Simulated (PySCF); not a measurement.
# Which functional comes closest?

Molecule: `InChI=1S/C6H8/c1-2-4-6-5-3-1/h1-4H,5-6H2`.

Structure with atom numbers: `[CH:1]1=[CH:2][CH2:3][CH2:4][CH:5]=[CH:6]1`; H(Xn) means a hydrogen on atom n.

Geometry PBE0-D3(BJ)/def2-SVP throughout; GIAO in PySCF, gas phase, one conformer, non-relativistic; equivalent atoms averaged; basis pcSseg-1.

Reference values (measured; solution, not stated in the table (CDCl3 in this author's series); The use of chemical shift calculations in the conformational analysis of substituted benzenes, New J. Chem. 2019 (ESI)): δ(H(C3)/H(C4)) = 2.15 ppm. Computed shifts are taken against TMS, calculated as an isolated molecule at each level.

How do the functionals HF, LDA, PBE, BLYP, BP86, OPBE, KT2, KT3, B97-D, B3LYP, PBE0, mPW1PW91, WP04, B97-2, BHandHLYP, CAM-B3LYP, wB97X-D, LC-wPBE perform against the reference? Times are CPU seconds on shared hosts with different chips, so compare them loosely; the GGAs took longer than the global hybrids here, which isn't the general rule, and the cause wasn't traced.

## Answers


```
functional                    kind  H(C3)/H(C4)  abs. error H  core-s
        HF            Hartree–Fock         1.92          0.23     4.9
       LDA                     LDA         2.23          0.08      15
       PBE                     GGA         2.19          0.04      19
      BLYP                     GGA         2.18          0.03      18
      BP86                     GGA         2.19          0.04      19
      OPBE                     GGA         2.18          0.03      19
       KT2                     GGA         2.19          0.04      24
       KT3                     GGA         2.17          0.02      21
     B97-D                     GGA         2.18          0.03      21
     B3LYP           global hybrid         2.11          0.04      14
      PBE0           global hybrid         2.11          0.04      13
  mPW1PW91           global hybrid         2.10          0.05      13
      WP04           global hybrid         2.02          0.13      14
     B97-2           global hybrid         2.11          0.04      13
 BHandHLYP           global hybrid         2.03          0.12      14
 CAM-B3LYP  range-separated hybrid         2.05          0.10      19
   wB97X-D  range-separated hybrid         2.04          0.11      17
   LC-wPBE  range-separated hybrid         1.97          0.18      23
```

For 1H the closest is KT3 (0.02 ppm, with BLYP, OPBE, B97-D, PBE, BP86, KT2, B3LYP, PBE0, B97-2, mPW1PW91 practically level) and the furthest HF (0.23 ppm). One molecule is a small sample, and vibrational and solvent effects are absent from the calculation.
